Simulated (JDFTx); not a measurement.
# BeS in JDFTx: single point with RPBE+D3(BJ)

Aim: the single point of BeS with RPBE+D3(BJ).

Everything below comes from runs of JDFTx 1.7.0 (patched build). Logs are shortened: lines on timing, memory, paths and dates and some standing lists are left out, and cuts for length are marked. The log counts tension as positive stress, the text compression.

### Step 1. The undisturbed slab

The cell holds a slab with vacuum, 8 atoms: a = 3.429 Å, b = 3.429 Å, c = 24.100 Å, α = 90.00°, β = 90.00°, γ = 120.00°.

### Step 2. Single point, RPBE+D3(BJ) (the (1 1 1) slab of BeS, cut from the database cell, not relaxed)

Contents of vacuum.in:

```
include BeS.lattice
coords-type Lattice
include BeS.ionpos

ion-species pseudo/S.upf
ion-species pseudo/Be.upf
elec-cutoff 44
elec-ex-corr gga-x-rpbe gga-c-pbe
van-der-waals D3BJ
kpoint-folding 4 4 1
elec-smearing Fermi 0.0018374661
elec-n-bands 27
electronic-SCF nIterations 100 energyDiffThreshold 1e-08
electronic-minimize nIterations 30 energyDiffThreshold 1e-7
coulomb-interaction Slab 001
coulomb-truncation-embed 0.000000 0.000000 0.500000
converge-empty-states yes
forces-output-coords Cartesian

dump-name vacuum.$VAR
dump End Ecomponents EigStats BandEigs Kpoints Forces Dtot State
```

Contents of BeS.lattice:

```
lattice \
    6.4807550629    -3.2403775315     0.0000000000 \
    0.0000000000     5.6124985202     0.0000000000 \
    0.0000000000     0.0000000000    45.5433135092
```

Contents of BeS.ionpos:

```
ion S      0.0000000000     0.0000000000     0.3111970747 0
ion S      0.3333333333     0.6666666667     0.4273834903 0
ion S      0.6666666667     0.3333333333     0.5435699058 1
ion S      0.0000000000     0.0000000000     0.6597563214 1
ion Be     0.3333333333     0.6666666667     0.3402436786 0
ion Be     0.6666666667     0.3333333333     0.4564300942 0
ion Be     0.0000000000     0.0000000000     0.5726165097 1
ion Be     0.3333333333     0.6666666667     0.6888029253 1
```

Potentials or basis: PseudoDojo-SR-PBE-0.5-standard with smoothed tails.

The run is started by

```sh
$ jdftx -c 1 -i vacuum.in -o vacuum.out
```

What it wrote:

```text
*************** JDFTx 1.7.0 (patched build) ***************

Input parsed successfully to the following command list (including defaults):
[... the input with its defaults ...]

---------- Setting up symmetries ----------

Found 24 point-group symmetries of the bravais lattice
Found 6 space-group symmetries with basis
Applied RMS atom displacement 2.92084e-10 bohrs to make symmetries exact.

---------- Initializing the Grid ----------
R =
[      6.48076     -3.24038            0  ]
[            0       5.6125            0  ]
[            0            0      45.5433  ]
unit cell volume = 1656.56
G =
[   0.969514   0.559749         -0  ]
[          0     1.1195          0  ]
[          0         -0   0.137961  ]
Minimum fftbox size, Smin = [  40  40  272  ]
Chosen fftbox size, S = [  40  40  280  ]

---------- Exchange Correlation functional ----------
Initialized LibXC exchange functional 'Hammer, Hansen, and Norskov'
Initialized LibXC correlation functional 'Perdew, Burke & Ernzerhof'

---------- Setting up pseudopotentials ----------
Width of ionic core gaussian charges (only for fluid interactions / plotting) set to 0

Reading pseudopotential file 'pseudo/S.upf':
  'S' pseudopotential, 'PBE' functional
  Generated using ONCVPSP code by D. R. Hamann
  6 valence electrons, 2 orbitals, 6 projectors, 1001 radial grid points, with lMax = 2
    3S    l: 0   occupation:  2.0   eigenvalue: -0.634163
    3P    l: 1   occupation:  4.0   eigenvalue: -0.257567
  Core radius for overlap checks: 1.43 bohrs.

Reading pseudopotential file 'pseudo/Be.upf':
  'Be' pseudopotential, 'PBE' functional
  Generated using ONCVPSP code by D. R. Hamann
  4 valence electrons, 2 orbitals, 4 projectors, 1001 radial grid points, with lMax = 1
    1S    l: 0   occupation:  2.0   eigenvalue: -3.903257
    2S    l: 0   occupation:  2.0   eigenvalue: -0.206153
  Core radius for overlap checks: 1.30 bohrs.

Initialized 2 species with 8 total atoms.

Folded 1 k-points by 4x4x1 to 16 k-points.

---------- Setting up k-points, bands, fillings ----------
Adding inversion symmetry to k-mesh for non-inversion-symmetric unit cell.
Reduced to 4 k-points under symmetry.
Computing the number of bands and number of electrons
Calculating initial fillings.
nElectrons:  40.000000   nBands: 27   nStates: 4

----- Setting up reduced wavefunction bases (one per k-point) -----
average nbasis = 23091.188 , ideal nbasis = 23092.954

---------- Setting up coulomb interaction ----------
Setting up double-sized grid for truncated Coulomb potentials:
R =
[      6.48076     -3.24038            0  ]
[            0       5.6125            0  ]
[            0            0      91.0866  ]
unit cell volume = 3313.11
G =
[   0.969514   0.559749         -0  ]
[          0     1.1195          0  ]
[          0         -0  0.0689803  ]
Chosen fftbox size, S = [  40  40  560  ]
Integer grid location selected as the embedding center:
   Grid: [  0  0  140  ]
   Lattice: [  0  0  0.5  ]
   Cartesian: [  0  0  22.7717  ]
Constructing Wigner-Seitz cell: 8 faces (6 quadrilaterals, 2 hexagons)
Range-separation parameter for embedded mesh potentials due to point charges: 0.508796 bohrs.
Initialized slab truncation along lattice direction 001

Initializing DFT-D3(BJ) calculator:
	Parameters set for gga-rpbe functional
	s6:  1.000  s8:  0.832
	a1:  0.182  a2:  4.009
	Per-atom parameters loaded for:
	 S:  sqrtQ[a0]:  4.041  Rcov[a0]:  1.928  CN: [ 0.00 0.99 1.99 ]
	Be:  sqrtQ[a0]:  3.854  Rcov[a0]:  1.776  CN: [ 0.00 0.98 1.97 ]

---------- Setting up 2D ewald sum ----------
Optimum gaussian width for ewald sums = 3.597854 bohr.
Real space sums over 289 unit cells with max indices [  8  8  0  ]
Reciprocal space sums over 81 terms with max indices [  4  4  0  ]

Computing DFT-D3 correction:
# coordination-number S 3.294 4.406 4.408 4.285
# coordination-number Be 4.085 4.139 4.138 3.093
# diagonal-C6 S 125.81 125.81 125.81 125.81
# diagonal-C6 Be 55.14 55.14 55.14 55.14
EvdW_6 =   -0.119005
EvdW_8 =   -0.130589

---------- Allocating electronic variables ----------
Initializing wave functions:  linear combination of atomic orbitals
Note: number of bands (27) exceeds available atomic orbitals (24)
S pseudo-atom occupations:   s ( 2 )  p ( 4 )
Be pseudo-atom occupations:   s ( 2 2 )
	FillingsUpdate:  mu: +0.524105799  nElectrons: 40.000000
LCAOMinimize: Iter:   0  F: -95.7727661144468243  |grad|_K:  2.384e-02  alpha:  1.000e+00
	FillingsUpdate:  mu: +0.519599340  nElectrons: 40.000000
LCAOMinimize: Iter:   1  F: -95.7890595111085474  |grad|_K:  2.344e-02  alpha:  9.911e-03  linmin: -6.123e-02  cgtest:  9.983e-01
LCAOMinimize: Encountered beta<0, resetting CG.
[... 103 lines of inner loops ...]
	FillingsUpdate:  mu: -0.125893991  nElectrons: 40.000000
LCAOMinimize: Iter:  30  F: -96.5311778786152814  |grad|_K:  3.442e-04  alpha:  3.543e-02  linmin: -2.977e-04  cgtest:  9.213e-01
LCAOMinimize: Encountered beta<0, resetting CG.
LCAOMinimize: None of the convergence criteria satisfied after 30 iterations.

Computing DFT-D3 correction:
# coordination-number S 3.294 4.406 4.408 4.285
# coordination-number Be 4.085 4.139 4.138 3.093
# diagonal-C6 S 125.81 125.81 125.81 125.81
# diagonal-C6 Be 55.14 55.14 55.14 55.14
EvdW_6 =   -0.119005
EvdW_8 =   -0.130589

-------- Electronic minimization -----------
Will mix electronic density at each iteration.
	FillingsUpdate:  mu: -0.125893991  nElectrons: 40.000000
	FillingsUpdate:  mu: -0.192641251  nElectrons: 40.000000
SCF: Cycle:  0   F: -86.826296058030678   dF: +9.705e+00   |Residual|: 5.854e-01   |deigs|: 1.488e-01
	FillingsUpdate:  mu: -0.258824945  nElectrons: 40.000000
SCF: Cycle:  1   F: -97.015595185884621   dF: -1.019e+01   |Residual|: 2.132e-01   |deigs|: 5.320e-02
	FillingsUpdate:  mu: -0.252139105  nElectrons: 40.000000
SCF: Cycle:  2   F: -97.343757618917962   dF: -3.282e-01   |Residual|: 1.006e-01   |deigs|: 1.858e-02
	FillingsUpdate:  mu: -0.246656860  nElectrons: 40.000000
SCF: Cycle:  3   F: -94.320765655000713   dF: +3.023e+00   |Residual|: 1.522e-01   |deigs|: 1.551e-02
	FillingsUpdate:  mu: -0.251936440  nElectrons: 40.000000
SCF: Cycle:  4   F: -96.965210189687241   dF: -2.644e+00   |Residual|: 4.711e-02   |deigs|: 3.637e-03
	FillingsUpdate:  mu: -0.249715380  nElectrons: 40.000000
SCF: Cycle:  5   F: -96.509999009392089   dF: +4.552e-01   |Residual|: 7.740e-02   |deigs|: 5.544e-03
	FillingsUpdate:  mu: -0.249527044  nElectrons: 40.000000
SCF: Cycle:  6   F: -97.177284355833706   dF: -6.673e-01   |Residual|: 4.159e-02   |deigs|: 3.984e-03
	FillingsUpdate:  mu: -0.247209008  nElectrons: 40.000000
SCF: Cycle:  7   F: -97.393716128590938   dF: -2.164e-01   |Residual|: 2.096e-02   |deigs|: 3.377e-03
	FillingsUpdate:  mu: -0.243199560  nElectrons: 40.000000
SCF: Cycle:  8   F: -97.370045709625643   dF: +2.367e-02   |Residual|: 2.371e-02   |deigs|: 3.702e-03
	FillingsUpdate:  mu: -0.241176026  nElectrons: 40.000000
SCF: Cycle:  9   F: -97.383279861884773   dF: -1.323e-02   |Residual|: 1.791e-02   |deigs|: 2.096e-03
	FillingsUpdate:  mu: -0.237768885  nElectrons: 40.000000
SCF: Cycle: 10   F: -97.125918896065116   dF: +2.574e-01   |Residual|: 4.983e-02   |deigs|: 6.807e-03
	FillingsUpdate:  mu: -0.233887990  nElectrons: 40.000000
SCF: Cycle: 11   F: -97.125820650533399   dF: +9.825e-05   |Residual|: 4.843e-02   |deigs|: 2.772e-03
	FillingsUpdate:  mu: -0.227544537  nElectrons: 40.000000
SCF: Cycle: 12   F: -97.307682300852917   dF: -1.819e-01   |Residual|: 3.020e-02   |deigs|: 4.577e-03
	FillingsUpdate:  mu: -0.224016965  nElectrons: 40.000000
SCF: Cycle: 13   F: -97.283727393510603   dF: +2.395e-02   |Residual|: 3.345e-02   |deigs|: 3.888e-03
	FillingsUpdate:  mu: -0.221922585  nElectrons: 40.000000
[... 33 lines left out ...]
	FillingsUpdate:  mu: -0.193469806  nElectrons: 40.000000
SCF: Cycle: 31   F: -97.409103741177532   dF: -3.614e-05   |Residual|: 7.543e-05   |deigs|: 2.310e-04
	FillingsUpdate:  mu: -0.193613982  nElectrons: 40.000000
SCF: Cycle: 32   F: -97.409096086355589   dF: +7.655e-06   |Residual|: 2.537e-04   |deigs|: 1.393e-04
	FillingsUpdate:  mu: -0.193700834  nElectrons: 40.000000
SCF: Cycle: 33   F: -97.409103631199173   dF: -7.545e-06   |Residual|: 4.725e-05   |deigs|: 1.102e-04
	FillingsUpdate:  mu: -0.193710458  nElectrons: 40.000000
SCF: Cycle: 34   F: -97.409103752675648   dF: -1.215e-07   |Residual|: 3.976e-05   |deigs|: 3.556e-05
	FillingsUpdate:  mu: -0.193713407  nElectrons: 40.000000
SCF: Cycle: 35   F: -97.409103049184736   dF: +7.035e-07   |Residual|: 8.220e-05   |deigs|: 1.007e-05
	FillingsUpdate:  mu: -0.193740109  nElectrons: 40.000000
SCF: Cycle: 36   F: -97.409103037967938   dF: +1.122e-08   |Residual|: 7.787e-05   |deigs|: 4.877e-05
	FillingsUpdate:  mu: -0.193746635  nElectrons: 40.000000
SCF: Cycle: 37   F: -97.409103843664042   dF: -8.057e-07   |Residual|: 1.511e-05   |deigs|: 4.693e-05
	FillingsUpdate:  mu: -0.193757733  nElectrons: 40.000000
SCF: Cycle: 38   F: -97.409103856150551   dF: -1.249e-08   |Residual|: 5.098e-06   |deigs|: 3.649e-05
	FillingsUpdate:  mu: -0.193762141  nElectrons: 40.000000
SCF: Cycle: 39   F: -97.409103856598975   dF: -4.484e-10   |Residual|: 3.263e-06   |deigs|: 3.055e-05
	FillingsUpdate:  mu: -0.193761223  nElectrons: 40.000000
SCF: Cycle: 40   F: -97.409103856276971   dF: +3.220e-10   |Residual|: 3.793e-06   |deigs|: 2.243e-05
	FillingsUpdate:  mu: -0.193761549  nElectrons: 40.000000
SCF: Cycle: 41   F: -97.409103856376532   dF: -9.956e-11   |Residual|: 3.160e-06   |deigs|: 2.725e-05
	FillingsUpdate:  mu: -0.193762152  nElectrons: 40.000000
SCF: Cycle: 42   F: -97.409103857074058   dF: -6.975e-10   |Residual|: 1.522e-06   |deigs|: 4.041e-05
SCF: Converged (|Delta E|<1.000000e-08 for 2 iters).

Setting wave functions to eigenvectors of Hamiltonian
Converging empty states (this may take a while):
EmptyStates: None of the convergence criteria satisfied.
|deigs|: 5.853e-04

Computing DFT-D3 correction:
# coordination-number S 3.294 4.406 4.408 4.285
# coordination-number Be 4.085 4.139 4.138 3.093
# diagonal-C6 S 125.81 125.81 125.81 125.81
# diagonal-C6 Be 55.14 55.14 55.14 55.14
EvdW_6 =   -0.119005
EvdW_8 =   -0.130589

# Ionic positions in lattice coordinates:
ion S  -0.000000000004167   0.000000000004167   0.311197074700000 0
ion S   0.333333333329167   0.666666666670833   0.427383490300000 0
ion S   0.666666666662500   0.333333333337500   0.543569905800000 1
ion S  -0.000000000004167   0.000000000004167   0.659756321400000 1
ion Be   0.333333333329167   0.666666666670833   0.340243678600000 0
ion Be   0.666666666662500   0.333333333337500   0.456430094200000 0
ion Be  -0.000000000004167   0.000000000004167   0.572616509700000 1
ion Be   0.333333333329167   0.666666666670833   0.688802925300000 1

# Forces in Cartesian coordinates:
force S   0.000000000000000   0.000000000000000   0.006267424225215 0
force S   0.000000000000000  -0.000000000000000   0.017506228131758 0
force S   0.000000000000000  -0.000000000000000   0.015773092985646 1
force S   0.000000000000000   0.000000000000000   0.019751401704637 1
force Be   0.000000000000000  -0.000000000000000  -0.004875566525199 0
force Be   0.000000000000000  -0.000000000000000  -0.015631738238575 0
force Be   0.000000000000000  -0.000000000000000  -0.017733246946460 1
force Be   0.000000000000000  -0.000000000000000  -0.021242464135634 1

# Energy components:
   Eewald =    -1010.6435559626784197
       EH =     -952.8445074305246862
     Eloc =     1864.9779284404710324
      Enl =      -29.4714796487732720
     EvdW =       -0.2495939276721844
      Exc =      -22.4920513352012073
 Exc_core =        3.0372942821093782
       KE =       50.2781107010477513
-------------------------------------
     Etot =      -97.4078548812215104
       TS =        0.0012489758525460
-------------------------------------
        F =      -97.4091038570740579

IonicMinimize: Iter:   0  F: -97.409103857074058  |grad|_K:  1.082e-02
IonicMinimize: None of the convergence criteria satisfied after 0 iterations.

#--- Lowdin population analysis ---
# oxidation-state S -0.891 -1.051 -1.065 -1.076
# oxidation-state Be +1.386 +1.385 +1.386 +1.325

Dumping 'vacuum.eigStats' ...
	eMin: -3.983049 at state 0 ( [ +0.000000 +0.000000 +0.000000 ] spin 0 )
	HOMO: -0.195039 at state 0 ( [ +0.000000 +0.000000 +0.000000 ] spin 0 )
	mu  : -0.193774
	LUMO: -0.191678 at state 1 ( [ +0.000000 +0.250000 +0.000000 ] spin 0 )
	eMax: +0.013528 at state 3 ( [ +0.250000 +0.250000 +0.000000 ] spin 0 )
	HOMO-LUMO gap: +0.003361
	Optical gap  : +0.010578 at state 1 ( [ +0.000000 +0.250000 +0.000000 ] spin 0 )
WARNING: the last solve of the electrons (or of bands or displaced states from it) ended unconverged.
Done!
[note: the Lowdin charges miss the electrons that lie outside the files' atomic orbitals]
```

Run time: 6.7 min. Hardware: 1 thread of Arm Neoverse V2, shared host; peak memory 0.29 GiB.

Results:

```yaml
Free_energy: -2650.6367 eV
Largest_force: 1.092 eV/Å
Band_gap_on_the_k_mesh: none (metal or under the smearing width)
Work_function_of_the_upper_face: 3.21 eV
Work_function_of_the_lower_face: 7.34 eV
```

Forces on the atoms (eV/Å):
```
S    0.000  0.000  0.322
Be   0.000  0.000 -0.251
S    0.000  0.000  0.900
Be   0.000  0.000 -0.804
S    0.000  0.000  0.811
Be   0.000  0.000 -0.912
S    0.000  0.000  1.016
Be   0.000  0.000 -1.092
```

Levels at points of the mesh, in eV from the Fermi level:
| k point | band 17 | band 18 | band 19 | band 20 | band 21 | band 22 | band 23 | band 24 |
| --- | --- | --- | --- | --- | --- | --- | --- | --- |
| (0.00, 0.00, 0.00) | -1.08 | -0.51 | -0.03 | 0.30 | 0.30 | 2.62 | 2.89 | 3.23 |
| (0.00, 0.50, 0.00) | -2.66 | -2.43 | -1.01 | -0.23 | 0.18 | 1.69 | 2.72 | 3.42 |

Caveat: the k mesh is coarse (spacing up to 0.53 Å⁻¹), so the values aren't converged; forces may be off by hundredths of an eV/Å; the empty levels aren't tightly converged; the potentials were made for another functional, which shifts forces and pressure.
